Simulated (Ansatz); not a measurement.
**Ga: pressure against volume**

Ga, C2/c, a = 2.741 Å, b = 7.926 Å, c = 3.307 Å, β = 94.1°. This isn't the element's structure at ambient conditions. Ansatz: PBEsol, PAW, 420 eV, Γ-centred 16×16×12 mesh on 2 atoms, Gaussian smearing 0.10 eV; no spin polarisation. Shape and atoms are relaxed at each volume; pressure is positive in compression.

| V (Å³/atom) | P (GPa) |
| --- | --- |
| 16.840 | 4.48 |
| 17.378 | 2.04 |
| 17.915 | 0.00 |
| 18.453 | -1.68 |
| 18.990 | ? |

Question: Take V0 = 17.915 Å³/atom, fit the third-order Birch–Murnaghan form to the other rows, and predict the missing pressure.

Answer: With the Eulerian strain f = ½[(V0/V)^(2/3) − 1] and y = P/[3f(1 + 2f)^(5/2)], the form is the line y = B0 + 1.5 B0 (B0′ − 4) f. Rows (f, y): 0.02106, 64.0; 0.01025, 63.1; -0.00977, 60.2. Means f = 0.007180, y = 62.433; Σ(Δf)² = 0.0004894, ΣΔfΔy = 0.06165; the slope is their ratio. y = 61.53 + 126.0 f GPa, so B0 = 61.5 GPa and B0′ = 4 + 2 × (126.0)/(3 × 61.53) = 5.37. At V = 18.990, f = -0.01905, y = 59.13 and P = -3.07 GPa. The run gave -3.04 GPa, so the fit is 0.03 GPa too low, a small miss on the scale of the series. The form still works here, 33 % of the fitted range beyond its end.

Cost: 5 runs of about 11 core-minutes in all, on Arm Neoverse V2 (shared hosts).